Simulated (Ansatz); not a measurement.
Theory: Ansatz 0.2.0, DFT PBE, scalar-relativistic, plane waves, PAW. All cells share a 420 eV cutoff and Γ-centred k meshes spaced at most about 0.3 Å⁻¹ (about 0.25 or finer for metals, 2π included). No spin polarisation.

Temperature and zero-point effects are left out.

Compare these two cells of Sc4Al, each relaxed at this level.

A.

Space group P6_3/mmc (No. 194). a = 3.256 Å, b = 3.256 Å, c = 25.318 Å, α = 90.00°, β = 90.00°, γ = 120.00°
```tsv
atom	site	symmetry	x	y	z
Sc	4f	3m.	0.3333	0.6667	0.6566
Sc	4f	3m.	0.3333	0.6667	0.0514
Al	2c	-6m2	0.3333	0.6667	0.2500
```

B.

Space group R-3m:H (No. 166). a = 4.947 Å, b = 4.947 Å, c = 15.821 Å, α = 90.00°, β = 90.00°, γ = 120.00°
```tsv
atom	site	symmetry	x	y	z
Sc	6c	3m	0.6667	0.3333	0.0169
Sc	6c	3m	0.0000	0.0000	0.1048
Al	3b	-3m	0.3333	0.6667	0.1667
```

Task: Which would you expect to be lower, and how large is the difference?

Result: B is lower, by 109 meV/atom. A has Sc and Al ordered on hcp sites, space group P6_3/mmc (No. 194), 23.2 Å³/atom and no gap on its mesh; B has Sc and Al ordered on bcc sites, space group R-3m (No. 166), 22.4 Å³/atom and no gap. Counting all near atoms (those within 1.25 times the shortest distance at each site; a slash parts the counts of unlike sites), A has Sc 12, Al 12 and B has Sc 11/14, Al 8. The denser one is the lower, and pressure would at first widen the difference. Both come from invented guesses. Shaken at random and relaxed again, B came back. Checks on B: no imaginary mode at Γ (other wave vectors untested).

Cells without such a test can be saddle points.
